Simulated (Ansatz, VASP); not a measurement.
## Te in VASP and in Ansatz

```xyz
3
Lattice="3.8329 -2.1927 0.0144 3.8329 2.1927 0.0144 -0.0720 0.0000 5.8882" Properties=species:S:1:pos:R:3 pbc="T T T"
Te    5.2070    0.0000    3.9277
Te    2.3868    0.0000    1.9893
Te    0.0000    0.0000    0.0000
```

Alike in both runs: functional PBE; k mesh 12 × 12 × 8; occupations gaussian, width 0.1 eV; no spin polarisation.

Ansatz relaxed the structure, and its values are those at the end. VASP's run is a single point on that final structure, the one shown.

|  | VASP | Ansatz |
| --- | --- | --- |
| version | VASP 6.6.1 | Ansatz 0.2.0 |
| potentials or method | VASP PAW PBE potentials, release 64 (Te) | scalar-relativistic, plane waves, PAW |
| plane-wave cutoff (eV) | 520 | 420 |
| valence electrons in the cell | 18 | 48 |

```csv
,VASP,Ansatz,Ansatz less VASP
gap on the k mesh at the Fermi level (eV),none,none,-
pressure (GPa),0.0,0.0,+0.04
```

A gap of «none» marks a metal or a gap that the smearing closes. With one functional, cell and mesh, what is left measures potentials, basis and numerics. The two sets of potentials don't hold the same shells in valence.

Spin-orbit coupling is left out, which matters for the levels of Te.
